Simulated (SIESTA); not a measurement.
Runs of SIESTA 5.4.2 on Cu. The structure is hexagonal, space group P6_3/mmc (No. 194). Conventional cell: a = 2.534 Å, b = 2.534 Å, c = 4.113 Å, α = 90.00°, β = 90.00°, γ = 120.00°. Cu (site symmetry -6m2) has 12 Cu at 2.52 to 2.53 Å as nearest neighbours. This isn't the form of Cu at room conditions, which is fcc.

| potentials or basis | gap on the mesh (eV) | pressure (GPa) |
| --- | --- | --- |
| PseudoDojo 0.4 standard (PBEsol files), DZP (energy shift 0.003 Ry; two zetas on semicore shells) | none | (b) |
| PseudoDojo 0.4 standard (PBEsol files), DZ (energy shift 0.003 Ry; two zetas on semicore shells) | none | -4.7 |
| PseudoDojo 0.4 standard (PBEsol files), TZP (energy shift 0.003 Ry; two zetas on semicore shells) | none | -2.4 |
| PseudoDojo 0.4 standard (PBEsol files), SZ (energy shift 0.003 Ry) | none | 39.6 |
| PseudoDojo 0.4 standard (PBEsol files), SZP (energy shift 0.003 Ry) | none | (a) |
| PseudoDojo 0.4 standard (PBEsol files), TZDP (energy shift 0.003 Ry; two zetas on semicore shells) | none | -2.0 |

Alike in all rows: task band structure; level PBEsol; no spin polarisation; cell as given; k mesh 12 × 12 × 7; smearing fermi-dirac 0.05 eV; grid cutoff 800 Ry; energy shift 0.003 Ry.

Question: Fill in the values left out.

Answer: (a) -3.8; (b) -1.7.

Caveats: short orbitals over semicore shells can move pressures by several GPa; the basis of atomic orbitals isn't converged, which shifts pressures, moduli and gaps; the basis has no polarisation orbitals (some runs); a pressure of tens of GPa on the cell as given is suspect, and the run, the potentials or the cell itself is likely at fault (some runs).

A gap of «none» marks a metal or a gap under the smearing width.
